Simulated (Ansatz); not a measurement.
A nudged elastic band was laid between two geometries of a periodic cell of 17 atoms, Si (host Si, host structure diamond, interstitial Si).

The calculation used DFT PBEsol, scalar-relativistic, plane waves, PAW (Ansatz). Settings: PAW set soft_1, cutoff 420 eV, k mesh 2x2x2, gaussian smearing 0.02 eV, no spin polarisation.

```json
{
  "movable images": "5",
  "climbing image": "yes",
  "spring": "5.0 eV/Å²",
  "optimiser": "quadratic models (default)",
  "start path": "straight line",
  "force threshold": "0.05 eV/Å",
  "iteration limit": "48",
  "end points": "relaxed"
}
```

First end point:

```xyz
17
Lattice="0.0000 5.4300 5.4300 5.4300 0.0000 5.4300 5.4300 5.4300 0.0000" Properties=species:S:1:pos:R:3
Si 0.005 -0.005 -0.005
Si 1.325 1.358 1.356
Si 2.691 2.739 -0.024
Si 4.073 4.106 1.358
Si 2.696 -0.019 2.734
Si 4.074 1.359 4.106
Si 5.456 2.741 2.741
Si 6.791 4.079 4.072
Si 0.004 2.719 2.719
Si 1.357 4.071 4.073
Si 2.710 5.425 2.720
Si 4.071 6.787 4.039
Si 2.711 2.719 5.426
Si 4.073 4.040 6.787
Si 5.452 5.408 5.408
Si 6.821 6.788 6.789
Si 4.076 6.794 6.787
```

Last end point:

Only the atoms that move by more than 0.05 Å are listed.
```
Si17 2.711 8.147 8.146
```

Problem. Which bonds break or form, and what moves?

Solution. Contacts lost: Si15–Si17. Contacts made: Si10–Si17. The atom that moves furthest is Si17, by 2.35 Å; four of its nearest neighbours are Si7 2.39, Si3 2.39, Si15 2.39, Si5 2.39 Å at the first end and Si10 2.39, Si2 2.39, Si4 2.39, Si6 2.39 Å at the last.

Problem. Give the energies along the band, and the barrier.

Solution. The run converged. The highest image is number 3 of 0 to 6, 0.294 eV above the ends, which have the same energy within 2 meV. By the program's own check the climbing image is a first-order saddle point (lowest curvatures found: -0.24 and 0.54 eV/Å²). Limits of this set-up: coarse k mesh, PAW files made for another functional, a small cell, in which the defect meets its images.

```
image  path coordinate (Å)  energy (eV)  Si15–Si17 (Å)  Si10–Si17 (Å)
    0                 0.00        0.000           2.39           4.69
    1                 0.58        0.112           2.45           4.23
    2                 1.16        0.261           2.61           3.74
    3                 1.74        0.294           3.11           3.11
    4                 2.32        0.261           3.74           2.61
    5                 2.90        0.111           4.23           2.45
    6                 3.48        0.000           4.70           2.39
```

Problem. What is the geometry of the highest image?

Solution. 
```xyz
17
Lattice="0.0000 5.4300 5.4300 5.4300 0.0000 5.4300 5.4300 5.4300 0.0000" Properties=species:S:1:pos:R:3
Si 0.220 -0.221 -0.221
Si 1.251 1.262 1.259
Si 2.614 2.812 -0.102
Si 4.170 4.174 1.262
Si 2.615 -0.099 2.812
Si 4.172 1.264 4.176
Si 5.535 2.814 2.815
Si 6.566 4.297 4.295
Si -0.025 2.643 2.642
Si 1.596 3.834 3.833
Si 2.788 5.453 2.642
Si 3.997 6.862 4.051
Si 2.788 2.643 5.453
Si 3.997 4.054 6.862
Si 5.191 5.671 5.670
Si 6.810 6.862 6.862
Si 3.393 7.467 7.467
```

Time of the run: 6 min on 1 thread of Arm Neoverse V2 (shared host), peak memory 0.81 GiB.
